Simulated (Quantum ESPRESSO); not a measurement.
Crystal: Si2W.

```
W Si
1.0
    -1.60690    1.60690    3.91495
     1.60690   -1.60690    3.91495
     1.60690    1.60690   -3.91495
W Si
1 2
Direct
  0.00000 0.00000 0.00000
  0.66530 0.66530 0.00000
  0.33470 0.33470 0.00000
```

* Program: Quantum ESPRESSO 7.5
* Task: single point
* Functional: PBEsol
* Potentials or basis: GBRV 1.5 PBEsol
* Cutoff: 762 eV
* Density cutoff: 6095 eV
* k mesh: 12 × 12 × 12
* Occupations: fermi-dirac, width 0.05 eV
* Spin: no spin polarisation

On this cell: pressure -1.9 GPa; largest force 0.027 eV/Å; band gap on the k mesh none (metal or under the smearing width).

The same run follows on a disturbed copy (atoms moved at random, drawn with an rms of 0.05 Å):

```
W Si
1.0
    -1.60690    1.60690    3.91495
     1.60690   -1.60690    3.91495
     1.60690    1.60690   -3.91495
W Si
1 2
Direct
  0.01217 0.99806 0.01179
  0.68165 0.65326 0.00829
  0.33466 0.31453 0.97355
```

Q: What does the disturbed cell give?

A: The energy (extrapolated to zero smearing) moves by +15.0 meV/atom; pressure -1.0 GPa; largest force 0.920 eV/Å; band gap on the k mesh none (metal or under the smearing width).

Forces on the atoms (eV/Å):
```
W   -0.564 -0.210  0.206
Si   0.028 -0.294  0.346
Si   0.536  0.504 -0.552
```

Stress tensor (GPa, compression positive):
```
-1.19  0.49 -0.41
 0.49 -1.14 -0.59
-0.41 -0.59 -0.53
```
